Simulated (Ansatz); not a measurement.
# SiO2 (Imma) in Ansatz: settings compared

The runs below take SiO2 through relaxation of cell and atoms, single point, with LDA, r2SCAN, PBE.

Program: Ansatz 0.2.0. These are calculated values, not measurements. Logs are shortened: lines on timing, memory, paths and dates and some standing lists are left out, and cuts for length are marked.

### 1 Starting point

It takes space group Imma (No. 74, orthorhombic). The conventional cell has a = 5.247 Å, b = 9.554 Å, c = 8.883 Å, α = 90.00°, β = 90.00°, γ = 90.00°. Around Si (site symmetry m) lie 4 O at 1.60 to 1.61 Å. O (site symmetry 2/m) has 2 Si at 1.60 Å as nearest neighbours. Around O (site symmetry 2) lie 2 Si at 1.61 Å. O (site symmetry mm2) is surrounded by 2 Si at 1.61 Å.

The cell comes from a database or a generator and needn't be the stable form of this composition.

### 2 Relaxation of cell and atoms, LDA

input.yaml

```yaml
crystal:
  lattice:
    - [-2.62333646, 4.776753505, 4.441674725]
    - [2.62333646, -4.776753505, 4.441674725]
    - [2.62333646, 4.776753505, -4.441674725]
  atoms:
    - { symbol: Si, position: [0.26034098, 0.84494489, 0.41539609] }
    - { symbol: Si, position: [0.0704512, 0.15505511, 0.91539609] }
    - { symbol: Si, position: [0.73965902, 0.15505511, 0.58460391] }
    - { symbol: Si, position: [0.9295488, 0.84494489, 0.08460391] }
    - { symbol: O, position: [0.5, 0.0, 0.5] }
    - { symbol: O, position: [0.0, 0.0, 0.0] }
    - { symbol: O, position: [0.79317541, 0.0, 0.29317541] }
    - { symbol: O, position: [0.20682459, 0.5, 0.20682459] }
    - { symbol: O, position: [0.20682459, 0.0, 0.70682459] }
    - { symbol: O, position: [0.79317541, 0.5, 0.79317541] }
    - { symbol: O, position: [0.86931113, 0.11931113, 0.75] }
    - { symbol: O, position: [0.13068887, 0.88068887, 0.25] }
hamiltonian:
  xc: lda
  pseudopotentials: { kind: paw }
kpoints:
  mp_grid: { grid: [6, 6, 6] }
scf:
  occupations: { method: fermi_dirac, width: 0.05 }
output:
  forces: true
  stress: true
  eigenvalues: true
relax:
  f_tol: 0.01
  max_steps: 40
  cell: { stress_tol: 0.05 }
```

Potentials or basis: Ansatz PAW.

Command:

```bash
$ ansatz run input.yaml --threads 4 --pin off --max-ram 11264MiB --backend cpu --events-out ev --progress --plain --runs-dir out
```

Standard output:

```text
Warning: RAYON_NUM_THREADS=4 ignored (pool sized by the plan → 4); use --threads N
Engine: ansatz 0.2.0, aarch64-unknown-linux-gnu
Pseudopotentials: kind: paw
Pseudopotential: Si, paw, valence charge 4, recommended cutoff 420 eV (normal), Si.paw.azcp
Pseudopotential: O, paw, valence charge 6, recommended cutoff 420 eV (normal), O.paw.azcp
Functional definition: SPW92
  exchange = slater_x
  correlation = pw_c
Crystal: 12 atoms, lattice volume = 222.635 Å³
Basis set: ecut = 420 eV, 4321 PW (Γ)
Bands: 44, of which v1, the nominal top of the filled ones, is band 32 counted from 1 (31 counted from 0)
Symmetry: 8 space group operations
Space group: Imma (ITA 74), of the structure as read, at distance tolerance 6.1e-5 Å
k-points: 46 of 216
Non-local potential: Si, projectors of the file, l = 0: 2, l = 1: 2, l = 2: 2
Non-local potential: O, projectors of the file, l = 0: 2, l = 1: 2, l = 2: 1
PAW form: soft (Blöchl's): semilocal exchange-correlation on the pseudo side does not see the compensation charge
PAW frozen core: Si, regenerated for the run's functional, and the local potential with it (the file was generated under x = pbe(κ = 0.804, μ = 0.2195149727645171), c = pbe(β = 0.06672455060314922))
PAW frozen core: O, regenerated for the run's functional, and the local potential with it (the file was generated under x = pbe(κ = 0.804, μ = 0.2195149727645171), c = pbe(β = 0.06672455060314922))
PAW one-centre angular grid: Si, 110 points (default); XC on 64 Gauss nodes
PAW one-centre angular grid: O, 110 points (default); XC on 64 Gauss nodes
Initial density: superposition of atomic densities (neutral atoms: chi_scale 0, normalization atom), corrected by the library's trained network
Initial wavefunctions: pseudopotential atomic-orbital guess
Functional: x = slater, c = lda
SCF iter   1: F=—  HF=-6890.641221 eV  |F-HF|=—  |Δ(HF+E_count)|=         —  Δρ=1.13e-2  dr2=2.54e-1  ethr=1.77e-3  ⟨swp⟩=7.2  Hψ=10898  notcnv=0  defer=57
preconditioner: auto → Resta (q_TF=auto, 2.216 Å⁻¹)  ε∞=2.5  [insulator: Δε(μ)=5.263 eV  Ē_g=16.113 eV  σ=0.050 eV  W_gap=1.00  n_scr=40 (ndim 8)  ℏωp=19.9 eV  f_vac=0.376  D(μ)=0.00/eV (n_scr^D=0)  ε∞_Penn≈2.5  vacuum switching on, ρ_ref=1.9e-2 e/Å³]
SCF iter   2: F=—  HF=-6890.570753 eV  |F-HF|=—  |Δ(HF+E_count)|=   7.05e-2  Δρ=3.17e-3  dr2=7.19e-3  ethr=3.97e-4  ⟨swp⟩=2.4  Hψ=3806  notcnv=0  defer=265
SCF iter   3: F=—  HF=-6890.568811 eV  |F-HF|=—  |Δ(HF+E_count)|=   1.94e-3  Δρ=1.30e-3  dr2=2.04e-3  ethr=1.12e-5  ⟨swp⟩=2.0  Hψ=2921  notcnv=0  defer=265
SCF iter   4: F=—  HF=-6890.568245 eV  |F-HF|=—  |Δ(HF+E_count)|=   5.67e-4  Δρ=3.82e-4  dr2=2.17e-4  ethr=3.18e-6  ⟨swp⟩=2.0  Hψ=2864  notcnv=0  defer=265
SCF iter   5: F=—  HF=-6890.568185 eV  |F-HF|=—  |Δ(HF+E_count)|=   5.93e-5  Δρ=8.00e-5  dr2=1.39e-5  ethr=3.39e-7  ⟨swp⟩=2.0  Hψ=2762  notcnv=0  defer=265
SCF iter   6: F=—  HF=-6890.568206 eV  |F-HF|=—  |Δ(HF+E_count)|=   2.11e-5  Δρ=1.22e-5  dr2=3.05e-7  ethr=2.18e-8  ⟨swp⟩=2.0  Hψ=2768  notcnv=0  defer=265
SCF iter   7: F=-6890.568207 eV  HF=-6890.568207 eV  |F-HF|=1.71e-8  |Δ(HF+E_count)|=   1.75e-7  Δρ=4.10e-6  dr2=2.73e-8  ethr=1.56e-10  ⟨swp⟩=13.6  Hψ=10787  notcnv=0
SCF 1 converged in 7 iterations: F = -6890.568207 eV  dr2 = 2.73e-8
relax step   1: F+E_penalty+E_count = -6890.56820666 eV  Δ(F+E_penalty+E_count) = +0.000e0 eV  max|allowed force component| = 8.745e-2 eV/Å  Δτ_max = 0.0000 Å  P = -1.214 GPa  Ω = 222.635 Å³  (7 SCF iters, dr2 threshold 1.00e-7 eV, accepted)
Crystal: 12 atoms, lattice volume = 221.661 Å³
Basis set: ecut = 420 eV, 4309 PW (Γ)
Initial density: handed on by an earlier stage of this run
Initial wavefunctions: those handed on with the density
iter 1 solved again at ethr=2.66e-6 eV; its pass at ethr=3.10e-3 eV (dr2=1.70e-3 eV) is discarded
SCF iter   1: F=—  HF=-6890.577844 eV  |F-HF|=—  |Δ(HF+E_count)|=         —  Δρ=8.42e-4  dr2=1.48e-3  ethr=2.66e-6  ⟨swp⟩=2.0  Hψ=6486  notcnv=0
preconditioner: auto → Resta (q_TF=auto, 2.218 Å⁻¹)  ε∞=2.5  [insulator: Δε(μ)=5.443 eV  Ē_g=16.281 eV  σ=0.050 eV  W_gap=1.00  n_scr=40 (ndim 8)  ℏωp=20.0 eV  f_vac=0.368  D(μ)=0.00/eV (n_scr^D=0)  ε∞_Penn≈2.5  vacuum switching on, ρ_ref=1.9e-2 e/Å³]
SCF iter   2: F=—  HF=-6890.577375 eV  |F-HF|=—  |Δ(HF+E_count)|=   4.69e-4  Δρ=2.87e-4  dr2=1.39e-4  ethr=2.31e-6  ⟨swp⟩=2.0  Hψ=3128  notcnv=0
SCF iter   3: F=—  HF=-6890.577342 eV  |F-HF|=—  |Δ(HF+E_count)|=   3.34e-5  Δρ=1.19e-4  dr2=4.00e-5  ethr=2.18e-7  ⟨swp⟩=2.0  Hψ=3312  notcnv=0
SCF iter   4: F=-6890.577325 eV  HF=-6890.577325 eV  |F-HF|=3.94e-9  |Δ(HF+E_count)|=   1.68e-5  Δρ=1.70e-5  dr2=5.84e-7  ethr=1.87e-9  ⟨swp⟩=9.3  Hψ=13170  notcnv=0
SCF 2 converged in 4 iterations: F = -6890.577325 eV  dr2 = 5.84e-7
relax step   2: F+E_penalty+E_count = -6890.57732523 eV  Δ(F+E_penalty+E_count) = -9.119e-3 eV  max|allowed force component| = 5.676e-2 eV/Å  Δτ_max = 0.0009 Å  P = -0.619 GPa  Ω = 221.661 Å³  energy of the carried Pulay correction = +3.469e-3 eV  (4 SCF iters, dr2 threshold 1.20e-6 eV, accepted)
Crystal: 12 atoms, lattice volume = 220.621 Å³
Basis set: ecut = 420 eV, 4293 PW (Γ)
iter 1 solved again at ethr=3.08e-6 eV; its pass at ethr=3.10e-3 eV (dr2=1.97e-3 eV) is discarded
[... 53 lines left out ...]
SCF 7 converged in 7 iterations: F = -6890.578300 eV  dr2 = 7.30e-10
relax step   7: F+E_penalty+E_count = -6890.57830015 eV  Δ(F+E_penalty+E_count) = -1.951e-3 eV  max|allowed force component| = 3.761e-3 eV/Å  Δτ_max = 0.0161 Å  P = -0.016 GPa  Ω = 219.879 Å³  energy of the carried Pulay correction = +1.787e-3 eV  (7 SCF iters, dr2 threshold 1.10e-8 eV, accepted)
iter 1 solved again at ethr=6.17e-8 eV; its pass at ethr=3.10e-3 eV (dr2=3.95e-5 eV) is discarded
SCF iter   1: F=—  HF=-6890.576457 eV  |F-HF|=—  |Δ(HF+E_count)|=         —  Δρ=3.24e-5  dr2=2.60e-7  ethr=6.17e-8  ⟨swp⟩=4.0  Hψ=17654  notcnv=0
preconditioner: auto → Resta (q_TF=auto, 2.221 Å⁻¹)  ε∞=2.5  [insulator: Δε(μ)=5.427 eV  Ē_g=16.309 eV  σ=0.050 eV  W_gap=1.00  n_scr=40 (ndim 8)  ℏωp=20.0 eV  f_vac=0.367  D(μ)=0.00/eV (n_scr^D=0)  ε∞_Penn≈2.5  vacuum switching on, ρ_ref=1.9e-2 e/Å³]
SCF iter   2: F=—  HF=-6890.576477 eV  |F-HF|=—  |Δ(HF+E_count)|=   2.07e-5  Δρ=1.57e-5  dr2=6.36e-8  ethr=4.06e-10  ⟨swp⟩=2.1  Hψ=3413  notcnv=0
SCF iter   3: F=—  HF=-6890.576478 eV  |F-HF|=—  |Δ(HF+E_count)|=   8.34e-7  Δρ=3.98e-6  dr2=8.35e-9  ethr=9.93e-11  ⟨swp⟩=2.8  Hψ=3513  notcnv=0
SCF iter   4: F=-6890.576478 eV  HF=-6890.576478 eV  |F-HF|=9.09e-12  |Δ(HF+E_count)|=   3.22e-8  Δρ=2.76e-7  dr2=6.47e-11  ethr=1.00e-12  ⟨swp⟩=6.9  Hψ=10840  notcnv=0
SCF 8 converged in 4 iterations: F = -6890.576478 eV  dr2 = 6.47e-11
relax step   8: F+E_penalty+E_count = -6890.57647805 eV  Δ(F+E_penalty+E_count) = +1.822e-3 eV  max|allowed force component| = 3.770e-3 eV/Å  Δτ_max = 0.0000 Å  P = -0.022 GPa  Ω = 219.879 Å³  stress off target by 4.54e-2 GPa  SCF on the basis re-selected at this cell (its energy is not comparable with the rows above)  (4 SCF iters)
basis re-selected at this cell: Δ(F+E_penalty+E_count) = +1.822e-3 eV, ΔP = -0.007 GPa vs the last step (what re-selecting the basis moved, of the pressure what is left beyond the Pulay correction that the steps carried, after the strain that the cell walked since its last selection, with what the two solves' SCF thresholds leave and, on support functions, any second-order correction that the steps lacked; it is no measure of the basis error at this ecutwfc). This SCF's stress stands 4.54e-2 GPa from its target on what of the cell is left free (relax.cell.stress_tol is 5.00e-2 GPa) and its largest allowed force component is 3.77e-3 eV/Å (relax.f_tol is 1.00e-2 eV/Å): within both
SCF converged after 4 iterations
Free energy (F): -6890.576478 eV
Harris-Foulkes:  -6890.576478 eV  (|F-HF|=9.09e-12)
Internal energy: -6890.576478 eV  (E = F + TS)
E sigma→0 (E₀):  -6890.576478 eV
Fermi energy:    2.035043 eV
--- Per-component energies (eV) ---
  E_band       = -497.858059
  E_kinetic    = 1604.440261
  E_local      = -6047.001545  (includes V_loc(G=0)·N_el)
  E_nonlocal   = 502.557449
  E_hartree    = 2350.243412
  E_xc         = -802.501301
  E_vxc        = -939.062438  (∫ρ·V_xc dr)
  E_paw        = -3133.347696  (= ΣΔE_a)
  E_vpaw       = -319.299963  (= ΣTr[D̂ρ^β])
  E_aug_tail   = 0.021399  (compensation charges beyond the density's cutoff)
  E_ewald      = -1366.101150
  E_core_change = 1.112695  (= ΣΔE_core)
  E_smearing   = -0.000000  (= −TS)
  E_closure    = 0.000000  (closes the sum)
  Σ components = -6890.576478   (vs F -6890.576478, Δ=0.00e0)
--- Forces (eV/Å), atoms counted from 1 ---
  atom   1  Si     0.00000000    -0.00077978     0.00377027
  atom   2  Si     0.00000000    -0.00077978    -0.00377027
  atom   3  Si     0.00000000     0.00077978    -0.00377027
  atom   4  Si     0.00000000     0.00077978     0.00377027
  atom   5  O      0.00000000     0.00000000     0.00000000
  atom   6  O      0.00000000     0.00000000    -0.00000000
  atom   7  O      0.00000000     0.00018900    -0.00000000
  atom   8  O      0.00000000    -0.00018900     0.00000000
  atom   9  O      0.00000000    -0.00018900    -0.00000000
  atom  10  O      0.00000000     0.00018900    -0.00000000
  atom  11  O      0.00000000     0.00000000     0.00202482
  atom  12  O      0.00000000     0.00000000    -0.00202482
  max |Σ_I F_I| component: 4.34e-19 eV/Å
--- Stress (GPa, compression-positive) ---
       -0.004427       0.000000       0.000000
        0.000000      -0.045382       0.000000
        0.000000       0.000000      -0.017466
  P = ⅓ Tr σ = -0.0224 GPa (-0.224 kbar)
--- Band table (eV; the first three rows and the last of 46) ---
  k-point 0: bands = ["-20.0738", "-19.1271", "-18.6159", "-18.5626", "-17.9846", "-17.9297", "-17.9175", "-17.9036", "-9.7475", "-9.3039", "-8.7329", "-6.6145", "-6.4939", "-6.4509", "-6.4282", "-5.8889", "-4.2597", "-4.0407", "-3.4319", "-3.3935", "-2.9082", "-2.9049", "-2.8683", "-2.8472", "-2.2620", "-2.2136", "-2.1981", "-2.0377", "-1.7911", "-1.4809", "-1.1949", "-0.7388", "4.6884", "7.6288", "7.9641", "8.1306", "8.3399", "8.3663", "8.7099", "9.0429", "9.0797", "9.4408", "9.5319", "9.8845"]
  k-point 1: bands = ["-20.0050", "-19.0804", "-18.8216", "-18.5204", "-17.9769", "-17.9258", "-17.9180", "-17.9063", "-9.7357", "-9.0101", "-8.8001", "-6.6160", "-6.5695", "-6.4833", "-6.3974", "-5.8717", "-4.2449", "-4.0819", "-3.5505", "-3.3312", "-3.0137", "-2.8978", "-2.8830", "-2.7593", "-2.3877", "-2.2489", "-2.2361", "-1.9051", "-1.7886", "-1.6654", "-1.1231", "-0.9025", "5.0008", "7.6224", "8.0515", "8.1473", "8.4420", "8.7271", "8.8128", "8.9624", "9.1784", "9.3794", "9.4755", "10.0986"]
  k-point 2: bands = ["-19.8071", "-19.1547", "-18.9512", "-18.6053", "-17.9577", "-17.9305", "-17.9135", "-17.9124", "-9.5717", "-8.9971", "-8.3678", "-7.0056", "-6.4996", "-6.4973", "-6.2778", "-5.9099", "-4.2356", "-4.1872", "-3.6097", "-3.3318", "-3.2077", "-2.9716", "-2.8137", "-2.5897", "-2.4984", "-2.3613", "-2.2080", "-2.0920", "-1.9916", "-1.4392", "-1.2716", "-1.0703", "5.8223", "7.6171", "8.1353", "8.1890", "8.3662", "8.4865", "9.0086", "9.1746", "9.5546", "9.6816", "9.7928", "9.8074"]
  k-point 45: bands = ["-19.6790", "-19.6094", "-19.1284", "-17.9482", "-17.9421", "-17.9172", "-17.9088", "-17.9053", "-10.7593", "-8.5063", "-7.5756", "-7.5448", "-6.7686", "-6.2754", "-6.0799", "-6.0628", "-4.1011", "-4.0355", "-3.7090", "-3.5980", "-3.1234", "-2.9352", "-2.8386", "-2.7060", "-2.5679", "-2.5217", "-2.3739", "-2.1031", "-1.3296", "-0.9955", "-0.9814", "-0.7580", "6.6083", "6.7214", "6.9591", "7.1080", "7.9040", "8.1457", "8.2402", "9.4236", "9.4366", "9.5027", "10.2045", "10.2153"]
--- Relaxed structure (6 steps of the walk, 6 accepted, 2 SCFs on fresh bases) ---
  F+E_penalty+E_count = -6890.57647805 eV   max|allowed force component| = 3.770e-3 eV/Å   (the final SCF, on the basis selected at the relaxed cell)
  cell:  # Å, volume = 219.8792 Å³
    - [-2.615053650074996, 4.737893481219289, 4.436682363150515]
    - [2.615053650074996, -4.737893481219289, 4.436682363150515]
    - [2.615053650074996, 4.737893481219289, -4.436682363150515]
  atoms:
    - { symbol: Si, position: [0.2606495565397066, 0.8441056409491227, 0.41654391559058396] }
    - { symbol: Si, position: [0.07243827464146124, 0.15589435905087734, 0.9165439155905839] }
    - { symbol: Si, position: [0.7393504434602931, 0.1558943590508774, 0.5834560844094158] }
    - { symbol: Si, position: [0.9275617253585384, 0.8441056409491224, 0.08345608440941599] }
    - { symbol: O, position: [0.5, 5.085366817380954e-22, 0.5] }
    - { symbol: O, position: [5.085366817380954e-22, 5.085366817380954e-22, 0.0] }
    - { symbol: O, position: [0.7902960417627272, -5.551115123125783e-17, 0.2902960417627271] }
    - { symbol: O, position: [0.2097039582372728, 0.5, 0.2097039582372728] }
    - { symbol: O, position: [0.20970395823727278, 0.0, 0.7097039582372728] }
    - { symbol: O, position: [0.7902960417627272, 0.49999999999999994, 0.7902960417627272] }
    - { symbol: O, position: [0.872153322866795, 0.12215332286679491, 0.7500000000000001] }
    - { symbol: O, position: [0.12784667713320502, 0.877846677133205, 0.25] }
```

Wall time 98 s (4 threads of Arm Neoverse N1, shared host); peak memory 0.76 GiB.

What came out:

```
Free energy                            : -6890.5765 eV
Relaxed volume                         : 18.32 Å³/atom
Relaxed cell                           : a = 6.998 Å, b = 6.998 Å, c = 6.998 Å, α = 136.11°, β = 94.77°, γ = 101.31°
Space group after relaxing (to 0.05 Å) : Imma (No. 74)
Energy gained by relaxing              : 0.7 meV/atom
Ionic steps                            : 8
Pressure after relaxing                : 0.0 GPa
Largest force after relaxing           : 0.004 eV/Å
Band gap on the k mesh                 : 5.43 eV, direct
```

Forces on the atoms (eV/Å):
```
Si   0.000 -0.001  0.004
Si   0.000 -0.001 -0.004
Si   0.000  0.001 -0.004
Si   0.000  0.001  0.004
O    0.000  0.000  0.000
O    0.000  0.000  0.000
O    0.000  0.000  0.000
O    0.000  0.000  0.000
O    0.000  0.000  0.000
O    0.000  0.000  0.000
O    0.000  0.000  0.002
O    0.000  0.000 -0.002
```

The path:
| step | energy change (eV) | largest force (eV/Å) | volume (Å³) |
| --- | --- | --- | --- |
| 1 | 0.0000 | 0.1034 | 222.64 |
| 2 | -0.0091 | 0.0660 | 221.66 |
| 3 | -0.0149 | 0.0136 | 220.62 |
| 4 | -0.0154 | 0.0146 | 220.51 |
| 5 | -0.0159 | 0.0010 | 220.38 |
| 6 | -0.0081 | 0.0009 | 220.38 |
| 7 | -0.0101 | 0.0038 | 219.88 |
| 8 | -0.0083 | 0.0038 | 219.88 |

Final structure:
```
Si O
1.0
    -2.61505    4.73789    4.43668
     2.61505   -4.73789    4.43668
     2.61505    4.73789   -4.43668
Si O
4 8
Direct
  0.26065 0.84411 0.41654
  0.07244 0.15589 0.91654
  0.73935 0.15589 0.58346
  0.92756 0.84411 0.08346
  0.50000 0.00000 0.50000
  0.00000 0.00000 0.00000
  0.79030 0.00000 0.29030
  0.20970 0.50000 0.20970
  0.20970 0.00000 0.70970
  0.79030 0.50000 0.79030
  0.87215 0.12215 0.75000
  0.12785 0.87785 0.25000
```

Levels at points of the mesh, in eV from the valence-band top:
| k point | band 28 | band 29 | band 30 | band 31 | band 32 | band 33 | band 34 | band 35 | band 36 | band 37 |
| --- | --- | --- | --- | --- | --- | --- | --- | --- | --- | --- |
| (0.00, 0.00, 0.00) | -1.30 | -1.05 | -0.74 | -0.46 | 0.00 | 5.43 | 8.37 | 8.70 | 8.87 | 9.08 |
| (0.00, 0.00, -0.50) | -1.49 | -0.98 | -0.98 | -0.43 | -0.43 | 7.63 | 7.63 | 8.87 | 8.87 | 9.13 |
| (0.00, -0.50, 0.00) | -1.40 | -0.89 | -0.85 | -0.78 | -0.22 | 7.64 | 7.73 | 8.38 | 8.47 | 9.19 |
| (0.00, -0.50, -0.50) | -1.21 | -0.58 | -0.56 | -0.32 | -0.17 | 6.40 | 6.92 | 8.51 | 9.01 | 9.07 |
| (-0.50, -0.50, -0.50) | -1.36 | -0.59 | -0.26 | -0.24 | -0.02 | 7.35 | 7.46 | 7.70 | 7.85 | 8.64 |

Caveat: the plane-wave basis is chosen anew once the cell has moved, so the energies of steps on either side of that aren't comparable; the pressure holds a Pulay correction of +0.6 GPa for the finite cutoff; the PAW data sets come from PBE, with cores solved anew for the run's functional, which leaves a small shift of forces and pressure. A k mesh can miss the band edges.

### 3 Relaxation of cell and atoms, r2SCAN

input.yaml, as its differences from that of step 2:

```diff
@@ -19,3 +19,3 @@
 hamiltonian:
-  xc: lda
+  xc: r2scan
   pseudopotentials: { kind: paw }
```

Potentials or basis: Ansatz PAW.

Command:

```bash
$ ansatz run input.yaml --threads 4 --pin off --max-ram 11264MiB --backend cpu --events-out ev --progress --plain --runs-dir out
```

It took 1.9 min on 4 threads of Arm Neoverse N1, shared host; peak memory 1.5 GiB.

The run converged. Its results:

| Item | Value |
| --- | --- |
| Free energy | -7120.1362 eV |
| Energy gained by relaxing | 0.0 meV/atom |
| Ionic steps | 4 |
| Pressure after relaxing | 0.0 GPa |
| Largest force after relaxing | 0.004 eV/Å |
| Band gap on the k mesh | 6.18 eV, direct |

Forces on the atoms (eV/Å):
```
Si   0.000  0.000  0.004
Si   0.000  0.000 -0.004
Si   0.000  0.000 -0.004
Si   0.000  0.000  0.004
O    0.000  0.000  0.000
O    0.000  0.000  0.000
O    0.000 -0.002  0.000
O    0.000  0.002  0.000
O    0.000  0.002  0.000
O    0.000 -0.002  0.000
O    0.000  0.000  0.004
O    0.000  0.000 -0.004
```

The path:
| step | energy change (eV) | largest force (eV/Å) | volume (Å³) |
| --- | --- | --- | --- |
| 1 | 0.0000 | 0.0599 | 222.64 |
| 2 | -0.0001 | 0.0412 | 222.67 |
| 3 | -0.0003 | 0.0039 | 222.63 |
| 4 | -0.0003 | 0.0039 | 222.63 |

Final structure:
```yaml
crystal:
  lattice:
    - [-2.62355, 4.77554, 4.44231]
    - [2.62355, -4.77554, 4.44231]
    - [2.62355, 4.77554, -4.44231]
  atoms:
    - { symbol: Si, position: [0.26024, 0.84483, 0.41541] }
    - { symbol: Si, position: [0.07058, 0.15517, 0.91541] }
    - { symbol: Si, position: [0.73976, 0.15517, 0.58459] }
    - { symbol: Si, position: [0.92942, 0.84483, 0.08459] }
    - { symbol: O, position: [0.50000, 0.00000, 0.50000] }
    - { symbol: O, position: [0.00000, 0.00000, 0.00000] }
    - { symbol: O, position: [0.79283, 0.00000, 0.29283] }
    - { symbol: O, position: [0.20717, 0.50000, 0.20717] }
    - { symbol: O, position: [0.20717, 0.00000, 0.70717] }
    - { symbol: O, position: [0.79283, 0.50000, 0.79283] }
    - { symbol: O, position: [0.86930, 0.11930, 0.75000] }
    - { symbol: O, position: [0.13070, 0.88070, 0.25000] }
```

Levels at points of the mesh, in eV from the valence-band top:
```
              k point  band 29  band 30  band 31  band 32  band 33  band 34  band 35  band 36
   (0.00, 0.00, 0.00)    -1.06    -0.72    -0.44     0.00     6.18     9.12     9.71     9.90
  (0.00, 0.00, -0.50)    -0.97    -0.97    -0.41    -0.41     8.39     8.39     9.81     9.81
  (0.00, -0.50, 0.00)    -0.88    -0.84    -0.75    -0.22     8.44     8.51     9.10     9.54
 (0.00, -0.50, -0.50)    -0.56    -0.54    -0.31    -0.16     7.19     7.64     9.53    10.00
(-0.50, -0.50, -0.50)    -0.57    -0.25    -0.23    -0.02     8.13     8.32     8.46     8.59
```

Caveat: the plane-wave basis is chosen anew once the cell has moved, so the energies of steps on either side of that aren't comparable; the PAW data sets come from PBE, with cores solved anew for the run's functional, which leaves a small shift of forces and pressure.

(Part 1 of 2 ends here.)
